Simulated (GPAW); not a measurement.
Runs of GPAW 26.7.0 on BN. It takes space group F-43m (No. 216, cubic). The conventional cell has a = 3.626 Å, b = 3.626 Å, c = 3.626 Å, α = 90.00°, β = 90.00°, γ = 90.00°. N (site symmetry -43m) has 4 B at 1.57 Å as nearest neighbours. B (site symmetry -43m) is surrounded by 4 N at 1.57 Å. The cell is a database's computed one.

```csv
task,level,potentials or basis,cell,k mesh,cutoff (eV),smearing,maxiter,optimizer,fmax,max steps,target pressure,gap on the mesh (eV),pressure (GPa)
relaxation of cell and atoms,PBEsol,"PAW data sets generated in the run's folder for this functional, pw",relaxed to 5 GPa,13 × 13 × 13,800,fermi-dirac 0.05 eV,150,BFGS,0.02 eV/Å,60,5 GPa,(a),5.2
relaxation of cell and atoms,PBEsol,"PAW data sets generated in the run's folder for this functional, pw",relaxed to 2 GPa,13 × 13 × 13,800,fermi-dirac 0.05 eV,150,BFGS,0.02 eV/Å,60,2 GPa,4.38,2.1
relaxation of cell and atoms,PBEsol,"PAW data sets generated in the run's folder for this functional, pw",relaxed to 30 GPa,13 × 13 × 13,800,fermi-dirac 0.05 eV,150,BFGS,0.02 eV/Å,60,30 GPa,(b),29.9
relaxation of cell and atoms,PBEsol,"PAW data sets generated in the run's folder for this functional, pw",relaxed to 20 GPa,13 × 13 × 13,800,fermi-dirac 0.05 eV,150,BFGS,0.02 eV/Å,60,20 GPa,4.43,20.0
relaxation of cell and atoms,PBEsol,"PAW data sets generated in the run's folder for this functional, pw",relaxed to 10 GPa,13 × 13 × 13,800,fermi-dirac 0.05 eV,150,BFGS,0.02 eV/Å,60,10 GPa,4.40,10.4
relaxation of cell and atoms,PBEsol,"PAW data sets generated in the run's folder for this functional, pw",relaxed,13 × 13 × 13,800,fermi-dirac 0.05 eV,150,BFGS,0.02 eV/Å,60,-,4.38,0.1
dielectric tensor,PBE,"GPAW PAW data sets (gpaw-data 1.2.1), pw",as given,10 × 10 × 10,600,fermi-dirac 0.001 eV,150,-,-,-,-,4.44,-
single point,PBE,"GPAW PAW data sets (gpaw-data 1.2.1), pw",as given,10 × 10 × 10,600,fermi-dirac 0.05 eV,120,-,-,-,-,4.44,-12.6
```

Alike in all rows: no spin polarisation.

Question: Estimate the missing entries.

Answer: (a) 4.39; (b) 4.45.

Caveats: later steps reuse the first step's grids (some runs); an odd mesh through Γ misses points on the zone boundary, where band edges often lie (some runs); the long-wavelength limit can be off by a per cent or two (some runs); the cutoff is short for stress and forces, so pressures can be off by a GPa or more (some runs).
